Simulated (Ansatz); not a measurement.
# Cs: the cost of one run

Computed with Ansatz 0.2.0 (DFT PBEsol, scalar-relativistic, plane waves, PAW, unless a step's input says otherwise).

2 further runs of the same task are left out: 1 for a known fault of the program, 1 that didn't finish.

## Step 1: The system as given

It takes space group P6_3/mmc (No. 194, hexagonal). The conventional cell has a = 5.566 Å, b = 5.566 Å, c = 18.522 Å, α = 90.00°, β = 90.00°, γ = 120.00°.

Structure file:

```xyz
4
Lattice="5.5659 0.0000 0.0000 -2.7830 4.8202 0.0000 0.0000 0.0000 18.5216" Properties=species:S:1:pos:R:3 pbc="T T T"
Cs    0.0000    0.0000    0.0000
Cs    0.0000    3.2135    4.6304
Cs    0.0000    0.0000    9.2608
Cs    2.7830    1.6067   13.8912
```

The structure comes from the Materials Project (structure only).

(A quick probe on a coarse mesh, which set the mesh and smearing, is not shown.)

## Step 3: Relaxing cell and atoms

Contents of input.yaml:

```yaml
crystal:
  lattice:
    - [5.5659085693, 0.0, 0.0]
    - [-2.7829542847, 4.8202182162, 0.0]
    - [0.0, 0.0, 18.52157517]
  atoms:
    - { symbol: Cs, position: [0.0, 0.0, 0.0] }
    - { symbol: Cs, position: [0.33333333, 0.66666667, 0.25] }
    - { symbol: Cs, position: [0.0, 0.0, 0.5] }
    - { symbol: Cs, position: [0.66666667, 0.33333333, 0.75] }
basis:
  ecutwfc: 420
kpoints:
  mp_grid: { grid: [12, 12, 4] }
hamiltonian:
  xc: pbesol
scf:
  occupations: { method: gaussian, width: 0.1 }
output:
  forces: true
  stress: true
  eigenvalues: true
relax:
  adjacent_minimum: "off"
  f_tol: 0.005
  max_steps: 80
  cell: { stress_tol: 0.05 }
```

Started as:

```sh
$ ansatz run input.yaml --threads 1 --pin off --max-ram 2560MiB --backend cpu --events-out ev --progress --plain --runs-dir out
```

**Question.** How long does this run take on 1 thread of Arm Neoverse V1, shared host, and how much memory does it need?

About 2.9 min, with a peak of 0.88 GiB.
